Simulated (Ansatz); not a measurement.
Mn in several cubic structure types, each at its own equilibrium volume.

Method: Ansatz 0.2.0 development build, PBE, plane waves, PAW datasets (generated soft set 1).

Settings: cutoff 420 eV; no spin polarisation; Fermi–Dirac smearing of 0.0612 eV; k-meshes 55³ (bcc), 38³ (diamond), 53³ (fcc), 47³ (simple cubic).

Q: Rank the structures by energy per atom, lowest first.
A. bcc
B. diamond
C. fcc
D. simple cubic

A: C (0.0 meV/atom), A (77 meV/atom), D (868 meV/atom), B (1334 meV/atom).

Q: Give the equilibrium volume and bulk modulus of each.

A: 
| structure | V₀ (Å³/atom) | B₀ (GPa) |
| --- | --- | --- |
| bcc | 10.78 | 278 |
| diamond | 15.18 | 146 |
| fcc | 10.75 | 281 |
| simple cubic | 11.90 | 212 |

Only these cubic types are compared here; the real ground state can be another structure or magnetic.

Model structures, not the usual forms at ambient conditions (metastable or hypothetical): Mn (bcc type), Mn (diamond type), Mn (fcc type), Mn (simple cubic type). The real material is magnetic: without spin this is a model state, and volume, stiffness and gap can lie far from those of the magnetic ground state. Spin polarisation is left out, and a magnetic state may lie lower.
